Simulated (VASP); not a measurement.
## YN in VASP 6.6.1, single-point calculation

INCAR

```
LASPH = .TRUE.
NELM = 120
LMAXMIX = 4
IBRION = -1
PREC = Accurate
LWAVE = .FALSE.
NSW = 0
NBANDS = 9
LREAL = .FALSE.
GGA = PE
EDIFF = 1E-7
ISIF = 2
ISMEAR = -1
LCHARG = .FALSE.
ENCUT = 520
SIGMA = 0.02
```

KPOINTS

```
KPOINTS created by Atomic Simulation Environment
0
Gamma
10 10 10
0 0 0
```

POSCAR

```
Y  N
 1.0000000000000000
     0.0000000000000000    2.4970091072999998    2.4970091072999998
     2.4970091072999998    0.0000000000000000    2.4970091072999998
     2.4970091072999998    2.4970091072999998    0.0000000000000000
 Y   N
   1   1
Cartesian
  0.0000000000000000  0.0000000000000000  0.0000000000000000
  2.4970091072999998  2.4970091072999998  2.4970091072999998
```

The recommended PBE PAW datasets give the neutral cell 16 valence electrons.

Command

```
mpirun -np 1 vasp_std
```

OSZICAR

```
N       E                     dE             d eps       ncg     rms          rms(c)
DAV:   1     0.620390867431E+02    0.62039E+02   -0.91027E+03   846   0.177E+03
DAV:   2    -0.189402193384E+02   -0.80979E+02   -0.78266E+02  1279   0.277E+02
DAV:   3    -0.218190592751E+02   -0.28788E+01   -0.28592E+01   934   0.549E+01
DAV:   4    -0.219193741157E+02   -0.10031E+00   -0.10024E+00  1218   0.902E+00
DAV:   5    -0.219211168926E+02   -0.17428E-02   -0.17423E-02   978   0.109E+00    0.276E+01
DAV:   6    -0.183978797071E+02    0.35232E+01   -0.30274E+01   924   0.400E+01    0.308E+01
DAV:   7    -0.182105770203E+02    0.18730E+00   -0.24610E+00   998   0.141E+01    0.220E+01
DAV:   8    -0.181905725176E+02    0.20005E-01   -0.24797E-01  1108   0.586E+00    0.467E+00
DAV:   9    -0.181873188608E+02    0.32537E-02   -0.16503E-02  1076   0.149E+00    0.622E-01
DAV:  10    -0.181876441367E+02   -0.32528E-03   -0.66899E-04  1026   0.326E-01    0.397E-01
DAV:  11    -0.181878375756E+02   -0.19344E-03   -0.32349E-04   889   0.299E-01    0.668E-02
DAV:  12    -0.181878391394E+02   -0.15638E-05   -0.17095E-05  1291   0.354E-02    0.349E-02
DAV:  13    -0.181878385209E+02    0.61852E-06   -0.43401E-06  1021   0.214E-02    0.332E-03
DAV:  14    -0.181878383473E+02    0.17362E-06   -0.40181E-07   866   0.636E-03    0.898E-04
DAV:  15    -0.181878383098E+02    0.37458E-07   -0.28792E-08   463   0.222E-03
   1 F= -.18187838E+02 E0= -.18187838E+02  d E =-.141074E-05
```

From OUTCAR

```
k-points           NKPTS =     47   k-points in BZ     NKDIM =     47   number of bands    NBANDS=      9

   NELECT =      16.0000    total number of electrons

   dimension x,y,z NGX =    28 NGY =   28 NGZ =   28
   dimension x,y,z NGXF=    56 NGYF=   56 NGZF=   56

  energy-cutoff  :      520.00
  volume of cell :       31.14
      direct lattice vectors                 reciprocal lattice vectors
     0.000000000  2.497009107  2.497009107    -0.200239558  0.200239558  0.200239558
     2.497009107  0.000000000  2.497009107     0.200239558 -0.200239558  0.200239558
     2.497009107  2.497009107  0.000000000     0.200239558  0.200239558 -0.200239558

 k-points in reciprocal lattice and weights: KPOINTS created by Atomic Simulation Env
   0.00000000  0.00000000  0.00000000       0.001
   0.10000000  0.00000000  0.00000000       0.008
   0.20000000  0.00000000  0.00000000       0.008
   0.30000000  0.00000000  0.00000000       0.008
   0.40000000  0.00000000  0.00000000       0.008
   0.50000000  0.00000000  0.00000000       0.004
   0.10000000  0.10000000  0.00000000       0.006
   0.20000000  0.10000000  0.00000000       0.024
   ...

 E-fermi :   3.9238

 k-point     1 :       0.0000    0.0000    0.0000
  band No.  band energies     occupation
      1     -37.3344      2.00000
      2     -17.0235      2.00000
      3     -17.0235      2.00000
      4     -17.0235      2.00000
      5      -8.9695      2.00000
      6       3.7789      1.99858
      7       3.7789      1.99858
      8       3.7789      1.99858
      9       6.8166      0.00000

 k-point     2 :       0.1000    0.0000    0.0000
  band No.  band energies     occupation
      1     -37.3260      2.00000
      2     -17.1182      2.00000
      3     -17.0303      2.00000
      4     -17.0303      2.00000
      5      -8.8245      2.00000
      6       3.1624      2.00000
      7       3.4672      2.00000
      8       3.4672      2.00000
      9       6.8768      0.00000

 k-point     3 :       0.2000    0.0000    0.0000
  band No.  band energies     occupation
      1     -37.3039      2.00000
      2     -17.3543      2.00000
      3     -17.0479      2.00000
      4     -17.0479      2.00000
      5      -8.4496      2.00000
      6       2.0039      2.00000
      7       2.8319      2.00000
      8       2.8319      2.00000
      9       7.0709      0.00000

 k-point     4 :       0.3000    0.0000    0.0000
  band No.  band energies     occupation
      1     -37.2764      2.00000
      2     -17.6262      2.00000
      3     -17.0696      2.00000
      4     -17.0696      2.00000
      5      -7.9887      2.00000
      6       0.9164      2.00000
      7       2.2350      2.00000
      8       2.2350      2.00000
      9       7.5820      0.00000

 k-point     5 :       0.4000    0.0000    0.0000
  band No.  band energies     occupation
      1     -37.2540      2.00000
      2     -17.8328      2.00000
      3     -17.0870      2.00000
      4     -17.0870      2.00000
      5      -7.6097      2.00000
      6       0.1562      2.00000
      7       1.8369      2.00000
      8       1.8369      2.00000
      9       8.4306      0.00000

 ...

  Total       -1.4991264     -1.4991264     -1.4991264      0.0000000      0.0000000      0.0000000
  in kB      -77.1362387    -77.1362387    -77.1362387      0.0000000      0.0000000      0.0000000
  external PRESSURE =     -77.1362387 kB  Pullay stress =       0.0000000 kB

 POSITION                                       TOTAL-FORCE (eV/Angst)
 -----------------------------------------------------------------------------------
      0.00000      0.00000      0.00000        -0.000000      0.000000     -0.000000
      2.49701      2.49701      2.49701         0.000000     -0.000000      0.000000
 -----------------------------------------------------------------------------------
    total drift:                                0.000000      0.000000      0.000000

  FREE ENERGIE OF THE ION-ELECTRON SYSTEM (eV)
  ---------------------------------------------------
  free  energy   TOTEN  =       -18.1878383098 eV

  energy  without entropy=      -18.1878368991  energy(sigma->0) =      -18.18783760
```

It converged. Results: gap between bands v and c on the k mesh 0.29 eV; least direct gap on the k mesh 0.72 eV; pressure -7.7 GPa. Band v is the last that the valence electrons fill when counted band by band, and c is the next.

For comparison, a separate PBE run of the intended cell, on usual settings and not on those above, gives a gap of 0.29 eV on its mesh and a pressure of -7.7 GPa.

The run above took about 20 s on one core of a shared host (Intel Xeon Platinum 8488C) and held 0.18 GiB at most.
